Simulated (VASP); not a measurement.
GaSb: band structure with BLYP

**Experimental background.**

From a printed reference work, data compilation, for a bulk crystal of GaSb at 4.2 K: band gap 0.811 eV (direct).

GaSb:

```
CELL_PARAMETERS angstrom
0.00000 3.05900 3.05900
3.05900 0.00000 3.05900
3.05900 3.05900 0.00000
ATOMIC_POSITIONS crystal
Sb 0.75000 0.75000 0.75000
Ga 0.00000 0.00000 0.00000
```

```yaml
Program: VASP 6.6.1
Task: band structure
Functional: BLYP
Potentials_or_basis: VASP PAW PBE potentials, release 64 (Sb, Ga_d)
Cutoff: 520 eV
k_mesh: 8 × 8 × 8
Occupations: fermi-dirac, width 0.05 eV
Spin: no spin polarisation
Further_INCAR_settings: ALGO = Fast; EDIFF = 1e-06
```

```json
{
 "Pressure": "5.6 GPa",
 "Band gap along the path": "none (metal or under the smearing width)"
}
```

Levels at the corners of the path, in eV from the Fermi level:
| point | band 5 | band 6 | band 7 | band 8 | band 9 | band 10 | band 11 | band 12 | band 13 |
| --- | --- | --- | --- | --- | --- | --- | --- | --- | --- |
| Γ | -15.09 | -11.53 | -0.16 | -0.04 | -0.04 | -0.04 | 2.76 | 2.76 | 2.76 |
| X | -15.09 | -9.10 | -6.89 | -2.59 | -2.59 | 0.94 | 1.36 | 8.57 | 8.57 |
| X | -15.09 | -9.10 | -6.89 | -2.59 | -2.59 | 0.94 | 1.36 | 8.57 | 8.57 |
| W | -15.09 | -9.06 | -6.77 | -3.33 | -3.11 | 3.59 | 4.40 | 4.43 | 4.84 |
| W | -15.09 | -9.06 | -6.77 | -3.33 | -3.11 | 3.59 | 4.40 | 4.43 | 4.84 |
| K | -15.09 | -9.17 | -6.71 | -3.59 | -2.21 | 1.46 | 3.89 | 6.57 | 6.75 |
| K | -15.09 | -9.17 | -6.71 | -3.59 | -2.21 | 1.46 | 3.89 | 6.57 | 6.75 |
| Γ | -15.09 | -11.53 | -0.16 | -0.04 | -0.04 | -0.04 | 2.76 | 2.76 | 2.76 |
| Γ | -15.09 | -11.53 | -0.16 | -0.04 | -0.04 | -0.04 | 2.76 | 2.76 | 2.76 |
| L | -15.09 | -9.93 | -6.40 | -1.19 | -1.19 | 0.35 | 3.77 | 3.77 | 6.65 |
| L | -15.09 | -9.93 | -6.40 | -1.19 | -1.19 | 0.35 | 3.77 | 3.77 | 6.65 |
| U | -15.09 | -9.17 | -6.71 | -3.59 | -2.21 | 1.46 | 3.89 | 6.57 | 6.75 |
| U | -15.09 | -9.17 | -6.71 | -3.59 | -2.21 | 1.46 | 3.89 | 6.57 | 6.75 |
| W | -15.09 | -9.06 | -6.77 | -3.33 | -3.11 | 3.59 | 4.40 | 4.43 | 4.84 |
| W | -15.09 | -9.06 | -6.77 | -3.33 | -3.11 | 3.59 | 4.40 | 4.43 | 4.84 |
| L | -15.09 | -9.93 | -6.40 | -1.19 | -1.19 | 0.35 | 3.77 | 3.77 | 6.65 |
| L | -15.09 | -9.93 | -6.40 | -1.19 | -1.19 | 0.35 | 3.77 | 3.77 | 6.65 |
| K | -15.09 | -9.17 | -6.71 | -3.59 | -2.21 | 1.46 | 3.89 | 6.57 | 6.75 |
| U | -15.09 | -9.17 | -6.71 | -3.59 | -2.21 | 1.46 | 3.89 | 6.57 | 6.75 |
| X | -15.09 | -9.10 | -6.89 | -2.59 | -2.59 | 0.94 | 1.36 | 8.57 | 8.57 |

It took 34 s on 1 thread of Intel(R) Xeon(R) 6975P-C (Granite Rapids) (shared host), peak memory 0.2 GiB.

Against the measured gap of GaSb, 0.811 eV (direct; 4.2 K; a printed reference work, data compilation), the calculated 0.00 eV is off by -0.81 eV. Spin-orbit coupling on Ga, Sb is left out. The value is that of BLYP, without temperature or zero-point motion. Semilocal functionals fall short of measured gaps as a rule.

Caveat: the PAW data sets were made with another functional, which shifts forces and pressure a little; spin-orbit coupling is left out, which moves the levels of the heavy elements.
